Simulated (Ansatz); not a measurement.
Molecular dynamics on a 2×2×2 supercell (16 atoms) of NaH (zincblende), relaxed with r2SCAN. Forces come from PBE in Ansatz: constant energy and volume (NVE), velocities drawn at 800 K, steps of 1 fs. Classical nuclei, no spin polarisation; a few dozen steps show the first response, not equilibrium. The structure comes from a prototype and may be hypothetical.

```yaml
crystal:
  lattice:
    - [0.0, 5.1938421228, 5.1938421228]
    - [5.1938421228, 0.0, 5.1938421228]
    - [5.1938421228, 5.1938421228, 0.0]
  atoms:
    - { symbol: Na, position: [0.0, 0.0, 0.0] }
    - { symbol: H, position: [0.125, 0.125, 0.125] }
    - { symbol: Na, position: [0.0, 0.0, 0.5] }
    - { symbol: H, position: [0.125, 0.125, 0.625] }
    - { symbol: Na, position: [0.0, 0.5, 0.0] }
    - { symbol: H, position: [0.125, 0.625, 0.125] }
    - { symbol: Na, position: [0.0, 0.5, 0.5] }
    - { symbol: H, position: [0.125, 0.625, 0.625] }
    - { symbol: Na, position: [0.5, 0.0, 0.0] }
    - { symbol: H, position: [0.625, 0.125, 0.125] }
    - { symbol: Na, position: [0.5, 0.0, 0.5] }
    - { symbol: H, position: [0.625, 0.125, 0.625] }
    - { symbol: Na, position: [0.5, 0.5, 0.0] }
    - { symbol: H, position: [0.625, 0.625, 0.125] }
    - { symbol: Na, position: [0.5, 0.5, 0.5] }
    - { symbol: H, position: [0.625, 0.625, 0.625] }
kpoints:
  mp_grid: { grid: [2, 2, 2] }
hamiltonian:
  xc: pbe
scf:
  occupations: { method: fermi_dirac, width: 0.069 }
md:
  ensemble: nve
  temperature: 800
  timestep: 1.0
  n_steps: 30
  initial_velocities: maxwell_boltzmann
  seed: 7996
```

Command: `ansatz run input.yaml --threads 4 --pin off --max-ram 3686MiB --backend cpu --events-out ev --progress --plain --runs-dir out`.

| step | t (fs) | T (K) | free energy F from step 0 (meV/atom) | kinetic energy (meV/atom) | largest force (eV/Å) |
| --- | --- | --- | --- | --- | --- |
| 0 | 0 | 800 | 0.0 | 96.9 | 0.00 |
| 1 | 1 | 791 | 1.1 | 95.9 | 0.15 |
| 2 | 2 | 766 | 4.2 | 92.8 | 0.31 |
| 3 | 3 | 725 | 9.2 | 87.8 | 0.49 |
| 4 | 4 | 671 | 15.7 | 81.4 | 0.67 |
| 5 | 5 | 611 | 23.0 | 74.1 | 0.85 |
| 6 | 6 | 550 | 30.5 | 66.6 | 1.01 |
| 7 | 7 | 494 | 37.2 | 59.9 | 1.14 |
| 8 | 8 | 451 | 42.5 | 54.6 | 1.22 |
| 9 | 9 | 424 | 45.8 | 51.4 | 1.24 |
| 10 | 10 | 415 | 46.9 | 50.3 | 1.20 |
| 11 | 11 | 424 | 45.8 | 51.4 | 1.11 |
| 12 | 12 | 447 | 43.0 | 54.2 | 0.97 |
| 13 | 13 | 479 | 39.0 | 58.1 | 0.83 |
| 14 | 14 | 515 | 34.6 | 62.4 | 0.69 |
| 15 | 15 | 550 | 30.3 | 66.7 | 0.72 |
| 16 | 16 | 581 | 26.6 | 70.4 | 0.75 |
| 17 | 17 | 605 | 23.6 | 73.4 | 0.76 |
| 18 | 18 | 622 | 21.6 | 75.4 | 0.75 |
| 19 | 19 | 631 | 20.6 | 76.4 | 0.73 |
| 20 | 20 | 632 | 20.4 | 76.6 | 0.69 |
| 21 | 21 | 626 | 21.1 | 75.9 | 0.64 |
| 22 | 22 | 614 | 22.6 | 74.4 | 0.59 |
| 23 | 23 | 597 | 24.7 | 72.3 | 0.52 |
| 24 | 24 | 576 | 27.3 | 69.8 | 0.53 |
| 25 | 25 | 552 | 30.2 | 66.8 | 0.55 |
| 26 | 26 | 526 | 33.3 | 63.8 | 0.55 |
| 27 | 27 | 501 | 36.4 | 60.7 | 0.58 |
| 28 | 28 | 478 | 39.2 | 57.9 | 0.60 |
| 29 | 29 | 458 | 41.6 | 55.5 | 0.63 |
| 30 | 30 | 441 | 43.6 | 53.5 | 0.66 |

The temperature starts at 800 K, is lowest at step 10 (415 K, 10 fs) and ends at 441 K. The atoms start on their lattice sites with kinetic energy alone, so much of it first passes into potential energy. The conserved energy stays within 0.26 meV an atom. By the last step the atoms have moved 0.31 Å in the root mean square, the drift of the whole cell taken out, 0.48 Å at most.

Positions (Å) and forces (eV/Å) at step 30:
```
Na   0.070   0.186  -0.020    -0.122  -0.001  -0.150
H    1.167   1.124   1.672     0.247   0.006  -0.613
Na   2.768   2.581   0.108     0.286  -0.301   0.109
H    4.298   3.902   1.266    -0.569   0.204  -0.066
Na   2.401  -0.249   2.686     0.279   0.076  -0.021
H    3.538   1.535   3.738     0.231  -0.371   0.120
Na   5.136   2.647   2.714    -0.085  -0.383  -0.228
H    6.475   3.428   4.037     0.181   0.442   0.272
Na   0.014   2.597   2.436    -0.216   0.168   0.338
H    1.154   4.001   3.747     0.098   0.353  -0.188
Na   2.749   5.240   2.510     0.002   0.186   0.120
H    4.168   6.568   3.946    -0.279  -0.260   0.049
Na   2.265   2.731   5.025     0.193  -0.062   0.147
H    3.809   3.781   6.424    -0.040   0.140  -0.022
Na   5.378   5.049   5.312    -0.328   0.180  -0.088
H    6.430   6.665   6.418     0.122  -0.376   0.222
```
